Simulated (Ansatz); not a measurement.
**SrTiO$_{3}$: an elastic constant from a strain scan**

These are results of Ansatz 0.2.0, DFT PBE, scalar-relativistic, plane waves, PAW, not measurements. Settings: plane waves to 420 eV, k-mesh 8×8×8 (Γ-centred), Gaussian smearing 0.05 eV. No spin polarisation. Energies are free energies at this smearing, counted from the undisturbed cell; pressure is positive in compression.

The undisturbed cell (relaxed at this level; it needn't be the usual structure):

```
CELL_PARAMETERS angstrom
3.93640 0.00000 0.00000
0.00000 3.93640 0.00000
0.00000 0.00000 3.93640
ATOMIC_POSITIONS crystal
Sr 0.00000 0.00000 0.00000
Ti 0.50000 0.50000 0.50000
O 0.00000 0.50000 0.50000
O 0.50000 0.00000 0.50000
O 0.50000 0.50000 0.00000
```

The cell is strained by ε times the Voigt pattern (0, 0, 0, 1, 0, 0) (xx, yy, zz, yz, xz, xy; engineering shear) with fractional coordinates fixed. The cell holds 5 atoms in V0 = 61.00 Å³. The stress column is τ = (1/V0) dE/dε, got from the stress tensor σ (compression positive) at each point as −det(1 + εP) σ : P(1 + εP)⁻¹, with P the pattern as a tensor.

| ε | ΔE (meV/atom) | τ (GPa) |
| --- | --- | --- |
| -0.0350 | 5.121 | -3.857 |
| -0.0300 | 3.759 | -3.304 |
| -0.0250 | 2.614 | -2.751 |
| -0.0200 | 1.660 | -2.200 |
| -0.0150 | 0.924 | -1.649 |
| -0.0100 | 0.407 | -1.099 |
| -0.0050 | 0.094 | -0.549 |
| 0.0000 | 0.000 | 0.000 |
| 0.0050 | 0.094 | 0.549 |
| 0.0100 | 0.407 | 1.099 |
| 0.0150 | 0.924 | 1.649 |
| 0.0200 | 1.660 | 2.200 |
| 0.0250 | 2.614 | 2.751 |
| 0.0300 | 3.759 | 3.304 |
| 0.0350 | 5.121 | 3.857 |
| 0.0400 | ? | ? |

Q: Which combination of elastic constants does this scan measure, and how large is it?

A: For small ε, τ = τ0 + Kε with K = pᵀCp, which for this pattern is C44 in the cubic axes. The parabola through τ at ε = -0.0050, 0 and 0.0050 has slope K = 110 GPa at zero. The energies per cell, E = NΔE, of the wider pair ε = ±0.0300 give K = 2[E(ε₊)/ε₊ − E(ε₋)/ε₋]/[(ε₊ − ε₋)V0] = 110 GPa, in agreement.

Q: Predict the withheld row at ε = 0.0400 from the harmonic law, and compare.

A: ΔE = V0(τ0 ε + Kε²/2)/N = 6.694 meV/atom and τ = 4.40 GPa. The calculation gives 6.699 meV/atom and 4.41 GPa, a miss of 0.01 meV/atom at most, so the harmonic law still holds here.

Symmetry holds off the tilts and polar distortions that many cubic perovskites undergo.

Cost: 9 runs of about 1.3 core-minutes in all, on Intel Xeon Platinum 8259CL (Skylake/Cascade Lake) (shared hosts).